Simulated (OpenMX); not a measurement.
A run of OpenMX 3.8.5 is set up as follows.

The input Zr.dat:

```
System.CurrrentDirectory             ./
System.Name                          Zr
DATA.PATH                            ./DFT_DATA13
level.of.stdout                      1
level.of.fileout                     1
Species.Number                       2
<Definition.of.Atomic.Species
  Zr  Zr7.0-s3p2d2           Zr_PBE13
  E   H7.0-s2p1              E
Definition.of.Atomic.Species>

Atoms.Number                         7
Atoms.SpeciesAndCoordinates.Unit     FRAC
<Atoms.SpeciesAndCoordinates
    1  Zr    0.5000000000    0.5000000000    0.2971602629   6.000  6.000
    2  Zr    0.0000000000    0.0000000000    0.3985801315   6.000  6.000
    3  Zr    0.5000000000    0.5000000000    0.5000000000   6.000  6.000
    4  Zr    0.0000000000    0.0000000000    0.6014198685   6.000  6.000
    5  Zr    0.5000000000    0.5000000000    0.7028397371   6.000  6.000
    6  E     0.5000000000    0.5000000000    0.7900067475   0.000  0.000
    7  E     0.5000000000    0.5000000000    0.2099932525   0.000  0.000
Atoms.SpeciesAndCoordinates>

Atoms.UnitVectors.Unit               Ang
<Atoms.UnitVectors
     3.1350119617    0.0000000000    0.0000000000
    -1.0450039872    2.9557176230   -0.0000000000
     0.0000000000    0.0000000000   25.2389061916
Atoms.UnitVectors>

scf.XcType                           GGA-PBE
scf.SpinPolarization                 off
scf.ElectronicTemperature            580.226
scf.energycutoff                     400.0
scf.maxIter                          100
scf.EigenvalueSolver                 band
scf.Kgrid                            9 9 1
scf.Mixing.Type                      rmm-diisk
scf.Init.Mixing.Weight               0.05
scf.Min.Mixing.Weight                0.001
scf.Max.Mixing.Weight                0.3
scf.Mixing.History                   25
scf.Mixing.StartPulay                8
scf.criterion                        1.0e-8
MD.Type                              nomd
```

Potentials or basis: OpenMX 2013 PBE set, Zr7.0-s3p2d2, grid cutoff 400 Ry.

Run with:

```sh
$ openmx Zr.dat -nt 1 > Zr.std
```

(1) Predict the work function.

(2) What does it give for the largest force?

(3) Estimate the band gap on the k mesh.

Results:

(1) 3.61 eV.

(2) 0.538 eV/Å.

(3) none (metal or under the smearing width).

Caveat: the basis of atomic orbitals isn't converged, which shifts pressures, moduli and gaps.
